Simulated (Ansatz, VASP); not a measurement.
## ZnS in VASP and in Ansatz

```
Zn S
1.0
     3.84535    0.00000    0.00000
    -1.92268    3.33017    0.00000
     0.00000    0.00000    6.31388
Zn S
2 2
Direct
  0.33333 0.66667 0.00485
  0.66667 0.33333 0.50485
  0.33333 0.66667 0.38015
  0.66667 0.33333 0.88015
```

Alike in both runs: task relaxation of cell and atoms; functional PBE; k mesh 12 × 12 × 4; occupations gaussian, width 0.02 eV; no spin polarisation.

|  | VASP | Ansatz |
| --- | --- | --- |
| version | VASP 6.6.1 | Ansatz 0.2.0 |
| potentials or method | VASP PAW PBE potentials, release 64 (Zn, S) | scalar-relativistic, plane waves, PAW |
| plane-wave cutoff (eV) | 600 | 420 |
| valence electrons in the cell | 36 | 36 |

Ansatz gave:

```
gap on the k mesh at the Fermi level, each at its own relaxed structure (eV) : 2.08
relaxed volume (Å³/atom)                                                     : 20.18
relaxed cell length with the largest relative difference (Å)                 : 3.846
```

Q: What did VASP give for the same quantities?

A: gap on the k mesh at the Fermi level, each at its own relaxed structure (eV): 2.08; relaxed volume (Å³/atom): 20.21; relaxed cell length with the largest relative difference (Å): 3.847.

A k mesh can miss the band edges. A hybrid or GW would open this gap; PBE tends to underestimate it.
